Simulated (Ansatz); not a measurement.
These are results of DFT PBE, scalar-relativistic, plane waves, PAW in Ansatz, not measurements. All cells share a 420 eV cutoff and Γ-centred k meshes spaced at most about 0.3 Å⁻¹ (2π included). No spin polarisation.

These are static total energies at zero pressure.

Two relaxed structures of Al5GaN6:

A.

```
CELL_PARAMETERS angstrom
2.05329 -6.16231 0.00000
2.05329 6.16231 0.00000
0.00000 0.00000 4.10538
ATOMIC_POSITIONS crystal
Al 0.33235 0.66765 0.00000
Al 0.83333 0.16667 0.50000
Al 0.66765 0.33235 0.00000
Al 0.16667 0.83333 0.50000
Al 0.00000 0.00000 0.00000
Ga 0.50000 0.50000 0.50000
N 0.67029 0.32971 0.50000
N 0.16593 0.83407 0.00000
N 0.00000 0.00000 0.50000
N 0.50000 0.50000 0.00000
N 0.32971 0.67029 0.50000
N 0.83407 0.16593 0.00000
```

B.

```
CELL_PARAMETERS angstrom
2.90152 0.00000 0.00000
-1.45076 2.51279 0.00000
0.00000 0.00000 14.22834
ATOMIC_POSITIONS crystal
Al 0.33333 0.66667 0.83501
Al 0.66667 0.33333 0.67000
Al 0.33333 0.66667 0.33000
Al 0.66667 0.33333 0.16499
Al 0.00000 0.00000 0.00000
Ga 0.00000 0.00000 0.50000
N 0.66667 0.33333 0.91751
N 0.00000 0.00000 0.75256
N 0.33333 0.66667 0.58894
N 0.66667 0.33333 0.41106
N 0.00000 0.00000 0.24744
N 0.33333 0.66667 0.08249
```

**Question.** Which arrangement of the elements on these sites is preferred, and by what margin?

**Answer.** B is lower, by 7 meV/atom. The two share one framework of sites and differ in which element sits where. A has Al and Ga ordered on rock salt sites, space group Cmmm (No. 65), 8.7 Å³/atom and a gap of 2.78 eV on its mesh; B has Al and Ga ordered on rock salt sites, space group P-3m1 (No. 164), 8.6 Å³/atom and a gap of 3.13 eV. Counting N atoms around Al and Ga (those within 1.25 times the shortest such distance or 1.15 times the sum of covalent radii), A and B both have Al 6, Ga 6. In A, Al on a site of symmetry m2m has 6 N at 2.05–2.07 Å; Ga has 6 N at 2.05–2.10 Å; around N on a site of symmetry m2m lie 5 Al at 2.01–2.05 Å and 1 Ga at 2.10 Å; 5 more sites not described. In B, around Al on a site of symmetry 3m lie 6 N at 2.05 Å; Ga has 6 N at 2.10 Å; around N on its first site lie 6 Al at 2.05 Å; 4 more sites not described. Both come from invented guesses.

Kohn–Sham gaps at this level usually fall short of measured ones. Cells relaxed within their symmetry can be saddle points.
